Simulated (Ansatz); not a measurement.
Moments of CuO against volume

Theory: DFT PBE+U, scalar-relativistic, plane waves, PAW in Ansatz 0.2.0.

```
Cu O
1.0
     1.99097   -2.15355    0.00000
     1.99097    2.15355    0.00000
     0.00000    0.00000    5.15593
Cu O
2 2
Direct
  0.00000 0.50000 0.00000
  0.50000 0.00000 0.50000
  0.50000 0.50000 0.25000
  0.50000 0.50000 0.75000
```

* plane-wave cutoff: 420 eV
* Γ-centred k-mesh: 14×14×8
* occupation rule: Gaussian smearing, 0.1 eV
* U_eff on Löwdin-orthogonalised atomic d orbitals: Cu 4 eV
* list of starting moments (μB, in atom order): 1 1 0 0
* check for lower electronic states after the SCF: on

The cell is scaled evenly at fixed fractional positions, V₀ being the volume of the cell shown; start: ferromagnetic. The states are those that the runs reached from these starts; a lower one can exist. Energies are extrapolated to zero smearing.

Site moments are spin moments in atom-centred spheres that scale with the neighbour distance.

```csv
V/V₀,E above lowest (meV/atom),P (GPa),cell moment (μB),site moments (μB)
0.860,183.7,38.2,1.83,"Cu +0.58 (×2), O +0.30 (×2)"
0.920,65.0,20.1,1.84,"Cu +0.58 (×2), O +0.31 (×2)"
0.960,22.4,11.1,1.85,"Cu +0.58 (×2), O +0.32 (×2)"
1.000,2.3,3.8,1.85,"Cu +0.58 (×2), O +0.32 (×2)"
1.040,0.0,-2.0,1.86,"Cu +0.58 (×2), O +0.33 (×2)"
1.100,22.6,-8.6,1.86,"Cu +0.57 (×2), O +0.34 (×2)"
1.180,87.4,-14.5,1.86,"Cu +0.56 (×2), O +0.35 (×2)"
```

This form isn't the usual stable structure of the compound.

Cost: 7 runs of about 16 core-minutes in all, on Arm Neoverse V1 (shared hosts).